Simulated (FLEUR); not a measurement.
PbS (Galena):

```
Pb S
1.0
     0.00000    2.96575    2.96575
     2.96575    0.00000    2.96575
     2.96575    2.96575    0.00000
Pb S
1 1
Direct
  0.00000 0.00000 0.00000
  0.50000 0.50000 0.50000
```

Base run:

```yaml
Program: FLEUR MaX-R8.1 (later development tree)
Functional: r2SCAN
Potentials_or_basis: all-electron
Basis: FLAPW
Kmax: 4.41 1/bohr
k_mesh: 8 × 8 × 8
Occupations: fermi-dirac, width 0.05 eV
Spin: no spin polarisation
```

Its results: band gap on the k mesh 0.63 eV, direct.

Problem. The run is repeated on the same cell with these changes: functional from r2SCAN to LDA. What comes out?

Solution. Band gap on the k mesh 0.23 eV, direct.

r2SCAN gives the wider gap, since meta-GGAs in the generalised Kohn-Sham scheme recover part of the derivative discontinuity.

Caveats: spin-orbit coupling is left out, which as a rule narrows the gap of such compounds by several tenths of an eV; the meta-GGA is that of a development version, with a GGA for the radial functions and cores and without core tails (some runs).
